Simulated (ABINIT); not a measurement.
# BN (P6_3/mmc) in ABINIT: further runs, part 2 of 2

ABINIT 10.8.3 (patched build). The steps go on from the part before.

## (3) Band structure, RPBE

File run.abi:

```
ndtset 2

pp_dirpath "./"
pseudos "N.GGA_PBE-JTH.xml, B.GGA_PBE-JTH.xml"

acell 2.49824 2.49824 6.6357 Angstrom
rprim
     1.0000000000     0.0000000000     0.0000000000
    -0.5000000000     0.8660254038     0.0000000000
     0.0000000000     0.0000000000     1.0000000000
ntypat 2
znucl 7 5
natom 4
typat 1 1 2 2
xred
     0.6666666667     0.3333333333     0.2500000000
     0.3333333333     0.6666666667     0.7500000000
     0.6666666667     0.3333333333     0.7500000000
     0.3333333333     0.6666666667     0.2500000000

ecut 707.496042 eV
pawecutdg 48.0
pawovlp 30

ixc 15

occopt 3
tsmear 0.00183747

nstep 100

iomode 3
prtwf 0
prteig 0
prtebands 0
enunit 1
prtden1 1

kptopt1 1
ngkpt1 12 12 4
nshiftk1 1
shiftk1 0.0 0.0 0.0
nband1 12
tolvrs1 1.0e-9

iscf2 -2
getden2 1
nband2 18
nbdbuf2 4
tolwfr2 1.0e-11
kptopt2 -7
ndivsm2 8
prteig2 1
prtvol2 -3
kptbounds2
     0.0000000000     0.0000000000     0.0000000000
     0.5000000000     0.0000000000     0.0000000000
     0.3333333333     0.3333333333     0.0000000000
     0.0000000000     0.0000000000     0.0000000000
     0.0000000000     0.0000000000     0.5000000000
     0.5000000000     0.0000000000     0.5000000000
     0.3333333333     0.3333333333     0.5000000000
     0.0000000000     0.0000000000     0.5000000000
```

Potentials or basis: JTH PAW PBE v2.0.

Command:

```
> abinit run.abi > log 2>&1
```

run.abo:

```text
.Version 10.8.3 of ABINIT
 DATASET    1 : space group P6_3/m m c (#194); Bravais hP (primitive hexag.)
================================================================================
 Values of the parameters that define the memory need for DATASET  1.
     intxc =       0    ionmov =       0      iscf =      17    lmnmax =       8
     lnmax =       4     mgfft =      60  mpssoang =       2    mqgrid =    3911
     natom =       4  nloc_mem =       2    nspden =       1   nspinor =       1
    nsppol =       1      nsym =      24    n1xccc =       1    ntypat =       2
    occopt =       3   xclevel =       2
       mpw =        1560          nfft =       34560          nkpt =          57
 PAW method is used; the additional fine FFT grid is defined by:
   mgfftf=        80    nfftf =     72000
================================================================================
================================================================================

 DATASET    2 : space group P6_3/m m c (#194); Bravais hP (primitive hexag.)
================================================================================
 Values of the parameters that define the memory need for DATASET  2.
     intxc =       0    ionmov =       0      iscf =      -2    lmnmax =       8
     lnmax =       4     mgfft =      60  mpssoang =       2    mqgrid =    3911
     natom =       4  nloc_mem =       2    nspden =       1   nspinor =       1
    nsppol =       1      nsym =      24    n1xccc =       1    ntypat =       2
    occopt =       3   xclevel =       2
       mpw =        1579          nfft =       34560          nkpt =         143
 PAW method is used; the additional fine FFT grid is defined by:
   mgfftf=        80    nfftf =     72000
================================================================================
================================================================================

--------------------------------------------------------------------------------
------------- Echo of variables that govern the present computation ------------
--------------------------------------------------------------------------------
 -outvars: echo values of preprocessed input variables --------
            acell      4.7209893968E+00  4.7209893968E+00  1.2539655654E+01 Bohr
              amu      1.40067400E+01  1.08110000E+01
             ecut      2.60000000E+01 Hartree
[... 1375 lines left out ...]
  18.19520   20.18514
 kpt#   2, nband= 18, wtk=  1.00000, kpt=  0.0200  0.0000  0.0000 (reduced coord)
 -14.63642  -14.35203   -2.90854   -0.84835    1.94013    1.95818    1.97626    1.99504
   8.82654   13.83746   14.91425   14.95594   15.03025   15.07625   15.62989   16.43436
  18.22303   20.16839
 kpt#   3, nband= 18, wtk=  1.00000, kpt=  0.0400  0.0000  0.0000 (reduced coord)
 -14.61270  -14.32904   -2.87617   -0.81913    1.83893    1.87396    1.91072    1.94834
   8.87116   13.82075   14.89148   15.00667   15.06204   15.18181   15.72142   16.34352
  18.30538   20.11908
 kpt#   4, nband= 18, wtk=  1.00000, kpt=  0.0600  0.0000  0.0000 (reduced coord)
 -14.57325  -14.29082   -2.82231   -0.77055    1.67406    1.70779    1.83373    1.87257
   8.94378   13.79131   14.84464   14.98430   15.23651   15.35543   15.86495   16.19395
  18.43907   20.03997
 kpt#   5, nband= 18, wtk=  1.00000, kpt=  0.0800  0.0000  0.0000 (reduced coord)
[... 541 lines left out ...]
  11.25028   11.25028   14.94367   14.94367   15.29978   15.29978   16.12396   16.12396
  18.90342   18.90342
 kpt# 141, nband= 18, wtk=  1.00000, kpt=  0.0238  0.0238  0.5000 (reduced coord)
 -14.47325  -14.47325   -1.95813   -1.95813    1.84961    1.84961    1.92497    1.92497
  11.19468   11.19468   14.96112   14.96112   15.12730   15.12730   16.16676   16.16676
  18.85864   18.85864
 kpt# 142, nband= 18, wtk=  1.00000, kpt=  0.0119  0.0119  0.5000 (reduced coord)
 -14.49808  -14.49808   -1.99099   -1.99099    1.95634    1.95634    1.97557    1.97557
  11.15986   11.15986   14.97473   14.97473   15.01740   15.01740   16.19008   16.19008
  18.83618   18.83618
 kpt# 143, nband= 18, wtk=  1.00000, kpt=  0.0000  0.0000  0.5000 (reduced coord)
 -14.50637  -14.50637   -2.00196   -2.00196    1.99252    1.99252    1.99252    1.99252
  11.14797   11.14797   14.97982   14.97982   14.97982   14.97982   16.19714   16.19714
  18.82949   18.82949

== END DATASET(S) ==============================================================
================================================================================

 -outvars: echo values of variables after computation  --------
            acell      4.7209893968E+00  4.7209893968E+00  1.2539655654E+01 Bohr
           etotal1    -2.5918570935E+01
            fcart1    -0.0000000000E+00 -0.0000000000E+00 -0.0000000000E+00
                      -0.0000000000E+00 -0.0000000000E+00 -0.0000000000E+00
                       4.5628490079E-28  3.2353631021E-46 -0.0000000000E+00
                      -4.5628490079E-28 -3.2353631021E-46 -0.0000000000E+00
            rprim      1.0000000000E+00  0.0000000000E+00  0.0000000000E+00
                      -5.0000000000E-01  8.6602540380E-01  0.0000000000E+00
                       0.0000000000E+00  0.0000000000E+00  1.0000000000E+00
           strten1    -3.8246293926E-04 -3.8246293938E-04 -1.8583118145E-04
                       0.0000000000E+00  0.0000000000E+00  0.0000000000E+00
           xangst      1.2491200000E+00  7.2117976826E-01  1.6589250000E+00
                       2.8915750897E-17  1.4423595365E+00  4.9767750000E+00
                       1.2491200000E+00  7.2117976826E-01  4.9767750000E+00
                       2.8915750897E-17  1.4423595365E+00  1.6589250000E+00
             xred      6.6666666667E-01  3.3333333333E-01  2.5000000000E-01
                       3.3333333333E-01  6.6666666667E-01  7.5000000000E-01
                       6.6666666667E-01  3.3333333333E-01  7.5000000000E-01
                       3.3333333333E-01  6.6666666667E-01  2.5000000000E-01
 Calculation completed.
```

Run time: 65 s. Hardware: 1 thread of Intel Xeon Platinum 8488C (Sapphire Rapids), shared host; peak memory 0.15 GiB.

Results:

| Property | Result |
| --- | --- |
| Free energy | -705.2802 eV |
| Pressure | 9.3 GPa |
| Band gap on the k mesh | 4.39 eV, indirect (least direct gap 4.72 eV) |
| Band gap along the path | 4.34 eV, indirect (least direct gap 4.72 eV) |

Levels at the corners of the path, in eV from the valence-band top:
| point | band 4 | band 5 | band 6 | band 7 | band 8 | band 9 | band 10 | band 11 | band 12 | band 13 |
| --- | --- | --- | --- | --- | --- | --- | --- | --- | --- | --- |
| Γ | -4.17 | -1.34 | -1.34 | -1.30 | -1.30 | 5.50 | 10.53 | 11.61 | 11.61 | 11.73 |
| M | -8.92 | -4.17 | -4.11 | -1.47 | -0.48 | 4.34 | 5.67 | 9.61 | 10.00 | 13.05 |
| K | -7.87 | -7.23 | -7.23 | -0.12 | -0.12 | 4.88 | 4.88 | 11.05 | 13.40 | 13.40 |
| Γ | -4.17 | -1.34 | -1.34 | -1.30 | -1.30 | 5.50 | 10.53 | 11.61 | 11.61 | 11.73 |
| A | -5.31 | -1.32 | -1.32 | -1.32 | -1.32 | 7.84 | 7.84 | 11.67 | 11.67 | 11.67 |
| L | -8.96 | -4.14 | -4.14 | -0.96 | -0.96 | 4.80 | 4.80 | 9.96 | 9.96 | 13.90 |
| H | -7.95 | -7.24 | -7.24 | -0.04 | -0.04 | 4.68 | 4.68 | 12.29 | 12.29 | 14.04 |
| A | -5.31 | -1.32 | -1.32 | -1.32 | -1.32 | 7.84 | 7.84 | 11.67 | 11.67 | 11.67 |

Caveat: the PAW data sets were made with another functional, which shifts forces and pressure a little; this functional lacks dispersion, which binds the layers, so the pressure and a relaxed spacing across them are unreliable; the atomic spheres overlap. As with any semilocal functional, this RPBE gap is likely too small.
